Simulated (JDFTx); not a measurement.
Rh:

```
Rh
1.0
     0.00000    1.89785    1.89785
     1.89785    0.00000    1.89785
     1.89785    1.89785    0.00000
Rh
1
Direct
  0.00000 0.00000 0.00000
```

- Program: JDFTx 1.7.0 (patched build)
- Task: relaxation of cell and atoms
- Functional: LDA
- Potentials or basis: SG15-PBE-1.2 with smoothed tails
- Cutoff: 1088 eV
- Density cutoff: 4354 eV
- k mesh: 6 × 6 × 6
- Occupations: fermi-dirac, width 0.05 eV
- Spin: no spin polarisation

At the start: pressure -9.6 GPa; volume 13.67 Å³/atom.

How do energy, volume and symmetry change on relaxing?

Over 5 steps the energy falls by 13.4 meV/atom and the volume is 13.24 Å³/atom (-3.2 %); space group Fm-3m (No. 225, to 0.05 Å).

The path:
```tsv
step	energy change (eV)	largest force (eV/Å)	pressure (GPa)	volume (Å³)
1	0.0000	0.0000	-9.60	13.67
2	-0.0034	0.0000	-8.36	13.61
3	-0.0134	0.0000	-0.02	13.24
4	-0.0134	0.0000	-0.01	13.24
5	-0.0134	0.0000	0.00	13.24
```

Final structure:
```xyz
1
Lattice="0.0000 1.8776 1.8776 1.8776 0.0000 1.8776 1.8776 1.8776 0.0000" Properties=species:S:1:pos:R:3 pbc="T T T"
Rh    0.0000    0.0000    0.0000
```

Caveat: the k mesh is coarse (spacing up to 0.48 Å⁻¹), so the values aren't converged; the potentials were made for another functional, which shifts forces and pressure.
